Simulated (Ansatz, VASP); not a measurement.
**AlN in VASP and in Ansatz**

```
Al N
1.0
     0.00000    2.23461    2.23461
     2.23461    0.00000    2.23461
     2.23461    2.23461    0.00000
Al N
1 1
Direct
  0.00000 0.00000 0.00000
  0.75000 0.75000 0.75000
```

Change from the starting cell: strain +0.015 along x and y, +0.015 along z, atoms carried along.

Alike in both runs: task single point; functional PBE; k mesh 10 × 10 × 10; occupations gaussian, width 0.05 eV; no spin polarisation.

```csv
,VASP,Ansatz
version,VASP 6.6.1,Ansatz 0.2.0
potentials or method,"VASP PAW PBE potentials, release 64 (Al, N)","scalar-relativistic, plane waves, PAW"
plane-wave cutoff (eV),520,420
valence electrons in the cell,8,8
```

Ansatz gave:

```
gap on the k mesh at the Fermi level (eV) : 3.28
least direct gap on the mesh (eV)         : 3.59
pressure (GPa)                            : -7.9
```

What did VASP give for the same quantities?

gap on the k mesh at the Fermi level (eV): 3.28; least direct gap on the mesh (eV): 3.60; pressure (GPa): -8.2.

A k mesh can miss the band edges.
